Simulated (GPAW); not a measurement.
# MoS2 (R-3m) in GPAW: equation of state with LDA

Aim: the equation of state of MoS2 with LDA.

All numbers are computed with GPAW 26.7.0; they aren't measurements. Logs are shortened: lines on timing, memory, paths and dates and some standing lists are left out, and cuts for length are marked. The log counts tension as positive stress, the text compression.

## Step 1: The crystal as given

The structure is trigonal, space group R-3m (No. 166). Conventional cell: a = 3.171 Å, b = 3.171 Å, c = 18.345 Å, α = 90.00°, β = 90.00°, γ = 120.00°. Mo (site symmetry -3m) has 6 S at 2.39 Å as nearest neighbours. S (site symmetry 3m) has 3 Mo at 2.39 Å as nearest neighbours.

Measurements of this composition are mostly on another form, of space group No. 194.

## Step 2: Equation of state, LDA

run.py

```python
from ase import Atoms
from ase.eos import EquationOfState
from ase.io import Trajectory
from ase.units import GPa
from gpaw import GPAW, PW

atoms = Atoms(['Mo', 'S', 'S'],
              cell=[[1.5855, 0.9153888518, 6.1149966667],
                    [-1.5855, 0.9153888518, 6.1149966667],
                    [0.0, -1.8307777036, 6.1149966667]],
              scaled_positions=[[0.0, 0.0, 0.0],
                                [0.25, 0.25, 0.25],
                                [0.75, 0.75, 0.75]],
              pbc=True)

traj = Trajectory('eos.traj', 'w')
volumes, energies = [], []
for x in [0.94, 0.96, 0.98, 1.0, 1.02, 1.04, 1.06]:
    a = atoms.copy()
    a.set_cell(atoms.cell * x**(1 / 3), scale_atoms=True)
    calc = GPAW(mode=PW(600),
                xc='LDA',
                kpts={'size': (7, 7, 7), 'gamma': True},
                occupations={'name': 'fermi-dirac', 'width': 0.05},
                nbands=25,
                convergence={'density': 1e-05, 'energy': 1e-05},
                maxiter=150,
                txt=f'eos-{x:.2f}.txt')
    a.calc = calc
    energies.append(a.get_potential_energy(force_consistent=True))
    volumes.append(a.get_volume())
    p = -a.get_stress()[:3].mean() / GPa
    calc.write(f'eos-{x:.2f}.gpw')
    traj.write(a)
    print(f'{x:.2f} {volumes[-1]:10.4f} A^3 {energies[-1]:14.6f} eV {p:9.3f} GPa', flush=True)

v0, e0, B = EquationOfState(volumes, energies, eos='birchmurnaghan').fit()
print(f'V0 = {v0:.4f} A^3, E0 = {e0:.6f} eV, B0 = {B / GPa:.2f} GPa')
```

Potentials or basis: the program's PAW data sets (release 1.2.1) made for this functional, pw.

Launch:

```
$ OMP_NUM_THREADS=1 python run.py
```

The log of the run:

```text
__  _  _
 | _ |_)|_||  |
 |__||  | ||/\| - 26.7.0

Input parameters:
  mode=PW(ecut=600.0),
  convergence={'density': 1e-05, 'energy': 1e-05},
  kpts=MonkhorstPack(size=(7, 7, 7), gamma=True),
  maxiter=150,
  nbands=25,
  occupations=Occupations(name='fermi-dirac', width=0.05),
  xc=XC(name='LDA')

Diagonalizing LCAO Hamiltonian
Converting LCAO to pw mode

       S

       S

       Mo

Atoms  # Å, Bohr magnetons
|   | symbol |         x |         y |         z |    initial magnetic moments |
|---|--------|-----------|-----------|-----------|-----------------------------|
| 0 |     Mo |  0.000000 |  0.000000 |  0.000000 | ( 0.0000,  0.0000,  0.0000) |
| 1 |      S | -0.000000 |  0.000000 |  4.492624 | ( 0.0000,  0.0000,  0.0000) |
| 2 |      S | -0.000000 | -0.000000 | 13.477873 | ( 0.0000,  0.0000,  0.0000) |

Unit cell  # Å
| periodic |         x |         y |        z |  lengths |    angles |
|----------|-----------|-----------|----------|----------|-----------|
|      yes |  1.553134 |  0.896702 | 5.990166 | 6.252870 | 28.764207 |
|      yes | -1.553134 |  0.896702 | 5.990166 | 6.252870 | 28.764207 |
|      yes |  0.000000 | -1.793404 | 5.990166 | 6.252870 | 28.764207 |

Number of symmetries: 12
Symmetry operations  # r_c * U_cc + t_c -> r_c
|    | kind |            matrix            |
|----|------|------------------------------|
|  0 |  E   |  1, 0, 0,  0, 1, 0,  0, 0, 1 |
|  1 |  σ   |  1, 0, 0,  0, 0, 1,  0, 1, 0 |
|  2 |  σ   |  0, 1, 0,  1, 0, 0,  0, 0, 1 |
|  3 |  C3  |  0, 1, 0,  0, 0, 1,  1, 0, 0 |
|  4 |  C3  |  0, 0, 1,  1, 0, 0,  0, 1, 0 |
|  5 |  σ   |  0, 0, 1,  0, 1, 0,  1, 0, 0 |
|  6 |  C2  |  0, 0,-1,  0,-1, 0, -1, 0, 0 |
|  7 |  S6  |  0, 0,-1, -1, 0, 0,  0,-1, 0 |
|  8 |  S6  |  0,-1, 0,  0, 0,-1, -1, 0, 0 |
|  9 |  C2  |  0,-1, 0, -1, 0, 0,  0, 0,-1 |
| 10 |  C2  | -1, 0, 0,  0, 0,-1,  0,-1, 0 |
| 11 |  i   | -1, 0, 0,  0,-1, 0,  0, 0,-1 |

BZ-sampling:
  Number of BZ points: 343
  Number of IBZ points: 44

  Monkhorst-Pack size: [7, 7, 7]
  Monkhorst-Pack shift: [0, 0, 0]

K-points  # in reciprocal-cell coordinates
|     |                                coordinates |     weight |
|-----|--------------------------------------------|------------|
|   0 | (  0.00000000,   0.00000000,   0.00000000) | 0.00291545 |
|   1 | (  0.14285714,   0.00000000,  -0.14285714) | 0.01749271 |
|   2 | (  0.14285714,   0.00000000,   0.00000000) | 0.01749271 |
|   3 | (  0.14285714,   0.14285714,  -0.14285714) | 0.01749271 |
|   4 | (  0.14285714,   0.14285714,   0.00000000) | 0.01749271 |
|   5 | (  0.14285714,   0.14285714,   0.14285714) | 0.00583090 |
|   6 | (  0.28571429,  -0.14285714,  -0.14285714) | 0.01749271 |
|   7 | (  0.28571429,   0.00000000,  -0.28571429) | 0.01749271 |
|   8 | (  0.28571429,   0.00000000,  -0.14285714) | 0.03498542 |
|   9 | (  0.28571429,   0.00000000,   0.00000000) | 0.01749271 |
| ... |                                            |            |
|  43 | (  0.42857143,   0.42857143,   0.42857143) | 0.00583090 |

Plane wave coefficients: 1697
Cutoff: 600.0 eV

Spin-components: 1 (collinear spins)
Bands:           25
Projectors:      16
Spin-degeneracy: 2
Datatype:        complex128

Parallelization:
  kpt:    1
  domain: 1
  band:   1

Density:
  Valence electrons: 26.0
  Components: 1
  Grid points: [36 36 36]
  Charge: 0.0  # |e|

Potential:
  Grid points: [36 36 36]

species:
  Mo:
    name:    Molybdenum
    Z:       42.0
    valence: 14
    core:    28
    charge:  0.0  # [|e|]
    compensation charges:
      type: gauss
      rc: 0.38  # [Å]
      lmax: 2
    cutoffs:
      filter: 2.16  # [Å]
      core: 1.42  # [Å]
    projectors
    | kind |    occ | energy [eV] | rcut [Å] |
    |------|--------|-------------|----------|
    |   4s |  2.000 |     -64.384 |    1.238 |
    |   5s |  1.000 |      -4.319 |    1.238 |
    |   4p |  6.000 |     -38.595 |    1.296 |
    |   5p |  0.000 |      -1.161 |    1.296 |
    |   4d |  5.000 |      -3.933 |    1.296 |
    |    d |        |      23.278 |    1.296 |

    Using partial waves for Mo as LCAO basis

  S:
    name:    Sulfur
    Z:       16.0
    valence: 6
    core:    10
    charge:  0.0  # [|e|]
    compensation charges:
      type: gauss
      rc: 0.24  # [Å]
      lmax: 2
    cutoffs:
      filter: 1.77  # [Å]
      core: 1.66  # [Å]
    projectors
    | kind |    occ | energy [eV] | rcut [Å] |
    |------|--------|-------------|----------|
    |   3s |  2.000 |     -17.278 |    0.974 |
    |   3p |  4.000 |      -7.106 |    0.979 |
    |    s |        |       9.933 |    0.974 |
    |    p |        |      20.105 |    0.979 |
    |    d |        |       0.000 |    0.900 |

    Using partial waves for S as LCAO basis

Reference energy: -131668.980924  # eV

eigensolver:
  PPCG
  Converge bands: occupied
  niter=2

density mixing:
  MSR1-Mixer
  Pratt-step length: 0.05
  Maximum mixing coefficient: 0.75
  Old densities: 10
  SVD Regularization: 0.005
  Good broyden scale: 1.0
  Trust region scale: 1.0
  Backstep threshold: 4.0
  History deletion threshold: 6.0
  Fourier metric: weight=20.0, sigma=0.015

occupation numbers:
  Fermi-Dirac:
    width: 0.0500  # eV

poisson solver:
  ecut: 4800.0  # eV

xc functional:
  name: None

convergence criteria:
- Maximum integral of absolute [dens]ity change: 1e-05 electrons / valence electron
- Maximum [total energy] change in last 3 cyles: 1e-05 eV / valence electron
- Maximum integral of absolute [eigenst]ate change: 4e-08 eV^2 / valence electron
maximum number of iterations: 150

SCF iterations
|iter     | |      energy | eigst |  dens |
|---------|-|-------------|-------|-------|
|iter:   1| |  -25.510280 | +0.44 |       |
|iter:   2| |  -25.021408 | -1.54 | -1.00 |
|iter:   3| |  -23.952642 | -1.28 | -1.07 |
|iter:   4| |  -23.911891 | -2.50 | -1.55 |
|iter:   5| |  -23.905937 | -3.30 | -1.89 |
|iter:   6| |  -23.904834 | -4.18 | -2.42 |
|iter:   7| |  -23.904661 | -5.07 | -2.90 |
|iter:   8| |  -23.904672c| -6.08 | -3.42 |
|iter:   9| |  -23.904671c| -7.81c| -4.31 |
|iter:  10| |  -23.904671c| -8.08c| -4.96 |
|iter:  11| |  -23.904671c| -8.88c| -5.74c|

Converged in 11 steps
Energy contributions relative to reference atoms: (reference = -131668.980924)

Energy contributions:
  Kinetic:          15.226727
  Coulomb:         -17.302724
  Zero:             -0.186684
  External:          0.000000
  Xc:              -21.634345
  Entropy:          -0.015290
  Spinorbit:         0.000000
  ----------------------------
  Free energy:     -23.912316
  Extrapolated:    -23.904671

dipole moment: (-0.000000, 0.000000, -67.301862)  # |e|*Ang

Fermi level: 9.167
Eigenvalues  # (at kpt = [0.000, 0.000, 0.000])
| band index |      eig [eV] | occ [0-2] |
|------------|---------------|-----------|
|          0 |       -52.581 |     2.000 |
|        ... |               |           |
|          7 |         4.622 |     2.000 |
|          8 |         4.622 |     2.000 |
|          9 |         7.306 |     2.000 |
|         10 |         7.650 |     2.000 |
|         11 |         7.911 |     2.000 |
|         12 |         7.911 |     2.000 |
[... 8 lines left out ...]
|         21 |        19.572 |     0.000 |
|         22 |        21.511 |     0.000 |
|        ... |               |           |
|         24 |        21.799 |     0.000 |

No gap
No difference between direct/indirect transitions

Stress tensor  # eV/Ang^3
|         x |         y |         z |
|-----------|-----------|-----------|
| -0.054060 |  0.000000 | -0.000000 |
| -0.000000 | -0.054060 |  0.000000 |
| -0.000000 |  0.000000 | -0.088788 |

# Writing to eos-0.94.gpw (mode='')
```

eos-0.98.txt:

```text
SCF iterations
|iter     | |      energy | eigst |  dens |
|---------|-|-------------|-------|-------|
|iter:   1| |  -25.685176 | +0.41 |       |
|iter:   2| |  -25.138576 | -1.53 | -0.99 |
|iter:   3| |  -24.043449 | -1.27 | -1.06 |
|iter:   4| |  -24.003640 | -2.50 | -1.54 |
|iter:   5| |  -23.998136 | -3.15 | -1.85 |
[... 44 lines left out ...]
|         21 |        18.860 |     0.000 |
|         22 |        20.857 |     0.000 |
|        ... |               |           |
|         24 |        21.049 |     0.000 |

No gap
No difference between direct/indirect transitions

Stress tensor  # eV/Ang^3
|         x |         y |         z |
|-----------|-----------|-----------|
| -0.009642 | -0.000000 | -0.000000 |
| -0.000000 | -0.009642 | -0.000000 |
| -0.000000 | -0.000000 | -0.037417 |

# Writing to eos-0.98.gpw (mode='')
```

Run time: 11 min. Hardware: 1 thread of Arm Neoverse V2, shared host; peak memory 0.45 GiB.

What came out:

```yaml
Equilibrium_volume: 17.74 Å³/atom
Bulk_modulus_at_fixed_shape_and_positions: 151 GPa
Pressure_derivative_of_the_bulk_modulus: 4.3
```

Energy against volume, from the lowest point:
```
volume (Å³/atom)  energy (meV/atom)
          16.685              33.32
          17.040              14.20
          17.395               3.38
          17.750               0.00
          18.105               3.34
          18.460              12.71
          18.815              27.50
```

Caveat: the cell was scaled at fixed shape and fractional positions, which overstates the stiffness of a crystal with free parameters, most of all of layers and chains; the program warned that so skewed a cell can give wrong results.
